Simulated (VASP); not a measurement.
# Sb (P2_1/m) in VASP: settings compared

The runs below take Sb through relaxation of cell and atoms, single point, with PBEsol, RPBE.

Program: VASP 6.6.1. These are calculated values, not measurements. Logs are shortened: lines on timing, memory, paths and dates and some standing lists are left out, and cuts for length are marked.

## (1) The crystal as given

Symmetry: P2_1/m, No. 11, monoclinic system. The conventional cell has a = 3.122 Å, b = 4.348 Å, c = 4.406 Å, α = 90.00°, β = 90.51°, γ = 90.00°. Around Sb (site symmetry m) lie 6 Sb at 3.04 to 3.15 Å.

This isn't the form of Sb at room conditions, which is rhombohedral.

## (2) Relaxation of cell and atoms, PBEsol

Contents of INCAR:

```
PREC = Accurate
ENCUT = 300
EDIFF = 1E-7
ISMEAR = 0
SIGMA = 0.1
LREAL = F
LASPH = T
NELM = 60
ALGO = Normal
ISIF = 3
LWAVE = F
LCHARG = F
GGA = PS
IBRION = 2
NSW = 90
EDIFFG = -0.005
```

Contents of KPOINTS:

```
Automatic mesh
0
Gamma
  14 10 10
```

Contents of POSCAR:

```
Sb
1.0
    3.1224020000      0.0000000000      0.0000000000
    0.0000000000      4.3475180000      0.0000000000
   -0.0389150000      0.0000000000      4.4058520000
Sb
2
Direct
    0.9886110000      0.7500000000      0.7588340000
    0.0113890000      0.2500000000      0.2411660000
```

Potentials or basis: VASP PAW PBE potentials, release 64 (Sb).

On the command line:

```console
> cat potpaw_PBE.64/Sb/POTCAR > POTCAR
> mpirun -np 1 vasp_std > vasp.out
```

OUTCAR:

```text
PREC = Accurate
   ENCUT = 300
   EDIFF = 1E-7
   ISMEAR = 0
   LREAL = F
   LASPH = T
   NELM = 60
   ISIF = 3
   GGA = PS
   IBRION = 2
   NSW = 90
   EDIFFG = -0.005

 ion  position               nearest neighbor table
   1  0.989  0.750  0.759-   2 3.04   2 3.04   2 3.15   2 3.15
   2  0.011  0.250  0.241-   1 3.04   1 3.04   1 3.15   1 3.15

  LATTYP: Found a simple monoclinic cell.
 ALAT       =     3.1224020000
 B/A-ratio  =     1.3923633152
 C/A-ratio  =     1.4111007668
 COS(beta)  =    -0.0088322263

  Lattice vectors:

 A1 = (   3.1224020000,   0.0000000000,   0.0000000000)
 A2 = (   0.0000000000,   4.3475180000,   0.0000000000)
 A3 = (  -0.0389150000,   0.0000000000,   4.4058520000)

Analysis of symmetry for initial positions (statically):
=====================================================================
 Subroutine PRICEL returns:
 Original cell was already a primitive cell.

 Routine SETGRP: Setting up the symmetry group for a
 simple monoclinic supercell.

 Subroutine GETGRP returns: Found  4 space group operations
 (whereof  2 operations were pure point group operations)
 out of a pool of  4 trial point group operations.

The static configuration has the point symmetry S_2 .
 The point group associated with its full space group is C_2h.

Analysis of symmetry for dynamics (positions and initial velocities):
=====================================================================
 Subroutine PRICEL returns:
 Original cell was already a primitive cell.

 Routine SETGRP: Setting up the symmetry group for a
 simple monoclinic supercell.

 Subroutine GETGRP returns: Found  4 space group operations
 (whereof  2 operations were pure point group operations)
 out of a pool of  4 trial point group operations.

The dynamic configuration has the point symmetry S_2 .
 The point group associated with its full space group is C_2h.

 Subroutine INISYM returns: Found  4 space group operations
 (whereof  2 operations are pure point group operations),
 and found     1 'primitive' translations

----------------------------------------------------------------------------------------

                                     Primitive cell

  volume of cell :      59.8081

  direct lattice vectors                    reciprocal lattice vectors
     3.122402000  0.000000000  0.000000000     0.320266257  0.000000000  0.002828774
     0.000000000  4.347518000  0.000000000     0.000000000  0.230016299  0.000000000
    -0.038915000  0.000000000  4.405852000     0.000000000  0.000000000  0.226970856

  length of vectors
     3.122402000  4.347518000  4.406023856     0.320278749  0.230016299  0.226970856

  position of ions in fractional coordinates (direct lattice)
     0.988611000  0.750000000  0.758834000
     0.011389000  0.250000000  0.241166000

  ion indices of the primitive-cell ions
   primitive index   ion index
                 1           1
                 2           2

----------------------------------------------------------------------------------------

 KPOINTS: Automatic mesh

Automatic generation of k-mesh.
 Grid dimensions read from file:
 generate k-points for:   14   10   10

 Generating k-lattice:

  Cartesian coordinates                     Fractional coordinates (reciprocal lattice)
     0.022876161  0.000000000  0.000202055     0.071428571  0.000000000  0.000000000
     0.000000000  0.023001630  0.000000000     0.000000000  0.100000000  0.000000000
     0.000000000  0.000000000  0.022697086     0.000000000  0.000000000  0.100000000

  Length of vectors
     0.022877053  0.023001630  0.022697086

  Shift w.r.t. Gamma in fractional coordinates (k-lattice)
     0.000000000  0.000000000  0.000000000

 Subroutine IBZKPT returns following result:
 ===========================================

 Found    432 irreducible k-points:

 Following reciprocal coordinates:
            Coordinates               Weight
  0.000000  0.000000  0.000000      1.000000
  0.071429  0.000000  0.000000      2.000000
  0.142857  0.000000  0.000000      2.000000
  0.214286  0.000000 -0.000000      2.000000
  0.285714  0.000000  0.000000      2.000000
  0.357143  0.000000  0.000000      2.000000
[... 16 lines left out ...]
  0.428571  0.200000 -0.000000      4.000000
  0.500000  0.200000 -0.000000      2.000000
 [... further k-points ...]
   k-points           NKPTS =    432   k-points in BZ     NKDIM =    432   number of bands    NBANDS=      9
   number of dos      NEDOS =    301   number of ions     NIONS =      2
   total plane-waves  NPLWV =  14112
   dimension x,y,z NGX =    18 NGY =   28 NGZ =   28
   dimension x,y,z NGXF=    36 NGYF=   56 NGZF=   56
   ions per type =               2
   NGX,Y,Z   is equivalent  to a cutoff of   9.58, 10.71, 10.56 a.u.
   NGXF,Y,Z  is equivalent  to a cutoff of  19.17, 21.41, 21.13 a.u.
 SYSTEM =  unknown system
   PREC   = accura    normal or accurate (medium, high low for compatibility)
   ISTART =      0    job   : 0-new  1-cont  2-samecut
   ICHARG =      2    charge: 1-file 2-atom 10-const
   ISPIN  =      1    spin polarized calculation?
   LNONCOLLINEAR =      F non collinear calculations
   LSORBIT =      F    spin-orbit coupling
   LASPH  =      T    aspherical Exc in radial PAW
   ENCUT  =  300.0 eV  22.05 Ry    4.70 a.u.   4.41  6.14  6.22*2*pi/ulx,y,z
   NELM   =     60;   NELMIN=  2; NELMDL= -5     # of ELM steps
   EDIFF  = 0.1E-06   stopping-criterion for ELM
   LREAL  =      F    real-space projection
   EDIFFG = -.5E-02   stopping-criterion for IOM
   NSW    =     90    number of steps for IOM
   IBRION =      2    ionic relax: 0-MD 1-quasi-New 2-CG
   NFREE  =      1    steps in history (QN), initial steepest desc. (CG)
   ISIF   =      3    stress and relaxation
   ISYM   =      2    0-nonsym 1-usesym 2-fastsym
   POTIM  = 0.5000    time-step for ionic-motion
   TEBEG  =    0.0;   TEEND  =   0.0 temperature during run
   PSTRESS=    0.0 pullay stress
   NELECT =      10.0000    total number of electrons
   NUPDOWN=      -1.0000    fix difference up-down
   EMIN   =  10.00;   EMAX   =-10.00  energy-range for DOS
   EFERMI =   0.00;   METHOD = LEGACY
   ISMEAR =     0;   SIGMA  =   0.10  broadening in eV -4-tet -1-fermi 0-gaus
   EFERMI_NEDOS =   21; number of points for ismear=-14 and -15
   IALGO  =     38    algorithm
   IMIX   =      4    mixing-type and parameters
     AMIX     =   0.40;   BMIX     =  1.00
     AMIX_MAG =   1.60;   BMIX_MAG =  1.00
  volume/ion in A,a.u.               =      29.90       201.80
  Fermi-wavevector in a.u.,A,eV,Ry     =   0.901893  1.704330 11.067117  0.813410
  Thomas-Fermi vector in A             =   2.025029
   LORBIT       =      0    0 simple, 1 ext, 2 COOP (PROOUT), +10 PAW based schemes
   GGA     = PS    functional components
   LHFCALC =     F    Hartree Fock is set to
   AEXX    =    0.0000 exact exchange contribution
   IVDW    =     0    specifies the selected vdW correction
   LEPSILON=     F    determine dielectric tensor
   LRPA    =     F    only Hartree local field effects (RPA)
 conjugate gradient relaxation of ions
 non-spin polarized calculation
 Gauss-broadening in eV      SIGMA  =   0.10
  energy-cutoff  :      300.00
  volume of cell :       59.81
 maximum number of plane-waves:       726
 NGX is ok and might be reduce to    18
   NGX =  9   NGY = 13   NGZ = 13

--------------------------------------- Ionic step        1  -------------------------------------------

 number of electron      10.0000000 magnetization

 number of electron       9.9999998 magnetization

 Free energy of the ion-electron system (eV)
  ---------------------------------------------------
  ext. energy  EPLUGINS =         0.00000000
  ---------------------------------------------------
  free energy    TOTEN  =        -9.04970091 eV

  energy without entropy =       -9.04359788  energy(sigma->0) =       -9.04664939

------------------------ aborting loop because EDIFF is reached ----------------------------------------

  FORCE on cell =-STRESS in cart. coord.  units (eV):
  Direction    XX          YY          ZZ          XY          YZ          ZX
  --------------------------------------------------------------------------------------
  -------------------------------------------------------------------------------------
  Total       -1.0481169     -0.6271765     -0.7340491      0.0000000      0.0000000      0.0171789
  in kB      -28.0776150    -16.8011984    -19.6641682      0.0000000      0.0000000      0.4601996
  external PRESSURE =     -21.5143272 kB  Pullay stress =       0.0000000 kB
[... 89 lines left out ...]
  FREE ENERGIE OF THE ION-ELECTRON SYSTEM (eV)
  ---------------------------------------------------
  free  energy   TOTEN  =        -9.0672637314 eV

  energy  without entropy=       -9.0613347642  energy(sigma->0) =       -9.06429925

[... ionic steps 4 to 18 ...]

--------------------------------------- Ionic step       19  -------------------------------------------

 number of electron       9.9999999 magnetization

------------------------ aborting loop because EDIFF is reached ----------------------------------------

  FORCE on cell =-STRESS in cart. coord.  units (eV):
  Direction    XX          YY          ZZ          XY          YZ          ZX
  --------------------------------------------------------------------------------------
  -------------------------------------------------------------------------------------
  Total       -0.0007113     -0.0179320     -0.0238359      0.0000000      0.0000000     -0.0006673
  in kB       -0.0198256     -0.4997844     -0.6643314      0.0000000      0.0000000     -0.0185996
  external PRESSURE =      -0.3946471 kB  Pullay stress =       0.0000000 kB
[... 57 lines left out ...]
  energy  without entropy=       -9.0683173717  energy(sigma->0) =       -9.07127468

--------------------------------------- Ionic step       21  -------------------------------------------

 number of electron       9.9999999 magnetization

 Free energy of the ion-electron system (eV)
  ---------------------------------------------------
  ext. energy  EPLUGINS =         0.00000000
  ---------------------------------------------------
  free energy    TOTEN  =        -9.07424691 eV

  energy without entropy =       -9.06832462  energy(sigma->0) =       -9.07128577

 E-fermi :   7.4650     XC(G=0):  -9.9126

 val. band max:        7.4646921430   @ k =  -0.2143   0.1000   0.4000
 cond. band min:       7.4670206540   @ k =   0.0714   0.4000   0.0000
 fundamental gap:      0.0023285110
 Fermi energy:         7.4650403808

 k-point     1 :       0.0000    0.0000    0.0000
  band No.  band energies     occupation
      1      -5.2286      2.00000
      2       0.0875      2.00000
      3       3.7601      2.00000
      4       3.7617      2.00000
      5       9.4464      0.00000
      6      10.7983      0.00000
      7      10.8372      0.00000
      8      10.8380      0.00000
      9      14.4502      0.00000
[... 265 lines left out ...]
 k-point    24 :       0.5000    0.2000   -0.0000
  band No.  band energies     occupation
      1      -2.3712      2.00000
      2       1.8543      2.00000
      3       1.9019      2.00000
      4       5.2308      2.00000
      5       6.1599      2.00000
      6       6.8199      2.00000
      7      11.3477      0.00000
      8      11.8452      0.00000
      9      11.8959      0.00000

 [... further k-points ...]
[... 5 lines left out ...]
  --------------------------------------------------------------------------------------
  -------------------------------------------------------------------------------------
  Total       -0.0030929     -0.0038185     -0.0052767      0.0000000      0.0000000     -0.0008860
  in kB       -0.0862450     -0.1064767     -0.1471391      0.0000000      0.0000000     -0.0247048
  external PRESSURE =      -0.1132869 kB  Pullay stress =       0.0000000 kB
[... 17 lines left out ...]
  FREE ENERGIE OF THE ION-ELECTRON SYSTEM (eV)
  ---------------------------------------------------
  free  energy   TOTEN  =        -9.0742469114 eV

  energy  without entropy=       -9.0683246236  energy(sigma->0) =       -9.07128577

 reached required accuracy - stopping structural energy minimisation
```

Run time: 5.6 min. Hardware: 1 thread of Intel Xeon 6975P-C (Granite Rapids), shared host; peak memory 0.23 GiB.

Results:

```yaml
Free_energy: -9.0742 eV
Relaxed_volume: 28.73 Å³/atom
Relaxed_cell: a = 3.066 Å, b = 4.329 Å, c = 4.330 Å, α = 90.00°, β = 89.94°, γ = 90.00°
Space_group_after_relaxing_to_0.05_Å: Pm-3m (No. 221)
Energy_gained_by_relaxing: 12.3 meV/atom
Ionic_steps: 21
Pressure_after_relaxing: 0.0 GPa
Band_gap_on_the_k_mesh: none (metal or under the smearing width)
```

The path:
| step | energy change (eV) | largest force (eV/Å) | pressure (GPa) | volume (Å³) |
| --- | --- | --- | --- | --- |
| 1 | 0.0000 | 0.1045 | -2.15 | 59.81 |
| 2 | -0.0135 | 0.1811 | 1.32 | 56.40 |
| 3 | -0.0176 | 0.1590 | 0.10 | 57.47 |
| 4 | -0.0199 | 0.1289 | 0.09 | 57.43 |
| 5 | -0.0229 | 0.0415 | 0.13 | 57.34 |
| 6 | -0.0238 | 0.0213 | -0.12 | 57.54 |
| 7 | -0.0239 | 0.0227 | -0.06 | 57.49 |
| 8 | -0.0240 | 0.0207 | 0.03 | 57.41 |
| 9 | -0.0240 | 0.0199 | 0.09 | 57.36 |
| 10 | -0.0240 | 0.0194 | 0.08 | 57.37 |
| 11 | -0.0242 | 0.0194 | 0.04 | 57.41 |
| 12 | -0.0242 | 0.0249 | -0.04 | 57.49 |
| 13 | -0.0242 | 0.0226 | -0.02 | 57.46 |
| 14 | -0.0243 | 0.0224 | -0.02 | 57.47 |
| 15 | -0.0244 | 0.0229 | -0.05 | 57.49 |
| 16 | -0.0244 | 0.0193 | 0.01 | 57.44 |
| 17 | -0.0245 | 0.0156 | 0.07 | 57.38 |
| 18 | -0.0245 | 0.0091 | -0.01 | 57.45 |
| 19 | -0.0245 | 0.0064 | -0.04 | 57.49 |
| 20 | -0.0245 | 0.0070 | -0.04 | 57.48 |
| 21 | -0.0245 | 0.0017 | -0.01 | 57.46 |

Final structure:
```yaml
crystal:
  lattice:
    - [3.06556, 0.00000, 0.01520]
    - [0.00000, 4.32898, 0.00000]
    - [-0.01669, 0.00000, 4.32954]
  atoms:
    - { symbol: Sb, position: [0.00043, 0.75000, 0.74994] }
    - { symbol: Sb, position: [0.99957, 0.25000, 0.25006] }
```

Caveat: the PAW data sets were made with another functional, which shifts forces and pressure a little. The run has no spin-orbit coupling, so splittings on Sb are missing.

## (3) Relaxation of cell and atoms, PBEsol

INCAR, as its differences from that of step 2:

```diff
@@ -1,3 +1,3 @@
 PREC = Accurate
-ENCUT = 300
+ENCUT = 600
 EDIFF = 1E-7
```

Contents of KPOINTS:

```
Automatic mesh
0
Gamma
  6 4 4
```

POSCAR is that of step 2.

Potentials or basis: VASP PAW PBE potentials, release 64 (Sb).

On the command line:

```console
> cat potpaw_PBE.64/Sb/POTCAR > POTCAR
> mpirun -np 1 vasp_std > vasp.out
```

Wall time 90 s (1 thread of Intel Xeon 6975P-C (Granite Rapids), shared host); peak memory 0.2 GiB.

It converged, with:

```yaml
Free_energy: -9.1169 eV
Relaxed_volume: 29.06 Å³/atom
Relaxed_cell: a = 3.025 Å, b = 4.361 Å, c = 4.407 Å, α = 90.00°, β = 90.23°, γ = 90.00°
Space_group_after_relaxing_to_0.05_Å: Pmma (No. 51)
Energy_gained_by_relaxing: 19.5 meV/atom
Ionic_steps: 21
Pressure_after_relaxing: 0.0 GPa
Band_gap_on_the_k_mesh: none (metal or under the smearing width)
```

Step by step:
```
step  energy change (eV)  largest force (eV/Å)  pressure (GPa)  volume (Å³)
   1              0.0000                0.0641           -1.79        59.81
   2             -0.0208                0.0630            1.43        56.91
   3             -0.0374                0.0527            0.12        58.02
   4             -0.0374                0.0524            0.07        58.07
   5             -0.0376                0.0447           -0.05        58.16
   6             -0.0377                0.0354           -0.24        58.33
   7             -0.0377                0.0373           -0.19        58.28
   8             -0.0379                0.0351           -0.17        58.26
   9             -0.0382                0.0299           -0.11        58.20
  10             -0.0385                0.0303            0.00        58.07
  11             -0.0385                0.0319            0.03        58.04
  12             -0.0386                0.0295            0.02        58.05
  13             -0.0387                0.0222            0.00        58.09
  14             -0.0387                0.0079           -0.04        58.15
  15             -0.0388                0.0160           -0.02        58.11
  16             -0.0389                0.0106           -0.01        58.10
  17             -0.0389                0.0077            0.00        58.10
  18             -0.0389                0.0031            0.02        58.09
  19             -0.0390                0.0017            0.03        58.08
  20             -0.0390                0.0018            0.03        58.08
  21             -0.0390                0.0019           -0.02        58.12
```

Final structure:
```
Sb
1.0
     3.02482    0.00000    0.00699
     0.00000    4.36051    0.00000
    -0.02757    0.00000    4.40661
Sb
2
Direct
  0.00020 0.75000 0.75700
  0.99980 0.25000 0.24300
```

Levels at points of the mesh, in eV from the Fermi level:
| k point | band 2 | band 3 | band 4 | band 5 | band 6 | band 7 | band 8 | band 9 |
| --- | --- | --- | --- | --- | --- | --- | --- | --- |
| (0.00, 0.00, 0.00) | -7.61 | -3.73 | -3.63 | 1.95 | 3.09 | 3.19 | 3.83 | 6.84 |
| (0.50, 0.00, 0.00) | -5.80 | -4.36 | -1.88 | -1.56 | -1.46 | 4.67 | 4.80 | 4.82 |
| (0.00, 0.50, 0.00) | -10.81 | -1.58 | -1.58 | -1.09 | -1.09 | 5.52 | 5.52 | 8.12 |
| (0.50, 0.50, 0.00) | -8.02 | -4.18 | -4.18 | 0.69 | 0.69 | 1.64 | 1.64 | 5.39 |
| (0.00, 0.00, 0.50) | -10.67 | -1.66 | -1.25 | -1.10 | -0.98 | 5.35 | 5.64 | 7.80 |
| (0.50, 0.00, 0.50) | -7.86 | -4.32 | -4.08 | 0.56 | 1.02 | 1.67 | 1.75 | 5.36 |
| (0.00, 0.50, 0.50) | -10.17 | -5.74 | -5.74 | 5.12 | 5.12 | 5.85 | 5.85 | 9.11 |
| (0.50, 0.50, 0.50) | -7.26 | -3.78 | -3.78 | -3.43 | -3.43 | 2.07 | 2.07 | 7.45 |

Caveat: the k mesh is coarse (spacing up to 0.36 Å⁻¹), so the values aren't converged; the PAW data sets were made with another functional, which shifts forces and pressure a little. Spin-orbit coupling is left out, which matters for the levels of Sb.

(Continued in part 2 of 2.)
